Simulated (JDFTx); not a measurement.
## GaP: equation of state with r2SCAN

**The experiment to reproduce.**

“Phosphorous dimerization in GaP at high pressure”, 2017, arxiv:1709.06667 reports, for a bulk crystal of GaP: bulk modulus 87.5 ± 0.6 GPa.

GaP:

```
Ga P
1.0
     0.00000    2.72525    2.72525
     2.72525    0.00000    2.72525
     2.72525    2.72525    0.00000
Ga P
1 1
Cartesian
  0.0000 0.0000 0.0000
  4.0879 4.0879 4.0879
```

```
Program             : JDFTx 1.7.0 (patched build)
Task                : equation of state
Functional          : r2SCAN
Potentials or basis : SG15-PBE-1.2
Cutoff              : 1088 eV
Density cutoff      : 8708 eV
k mesh              : 6 × 6 × 6
Occupations         : fermi-dirac, width 0.05 eV
Spin                : no spin polarisation
```

```
Equilibrium volume                      : 19.97 Å³/atom
Bulk modulus                            : 87 GPa
Pressure derivative of the bulk modulus : 4.6
```

Energy against volume, from the lowest point:
```
volume (Å³/atom)  energy (meV/atom)
          19.026              12.41
          19.431               3.28
          20.240               0.00
          20.645               4.88
          21.050              13.43
          21.455              25.29
```

Measured bulk modulus of GaP: 87.5 GPa (“Phosphorous dimerization in GaP at high pressure”, 2017, arxiv:1709.06667). This calculation gives 87 GPa (-0.3 %). The fit is for a static lattice scaled at fixed shape and fixed fractional positions.

Caveat: the potentials were made for another functional, which shifts forces and pressure.
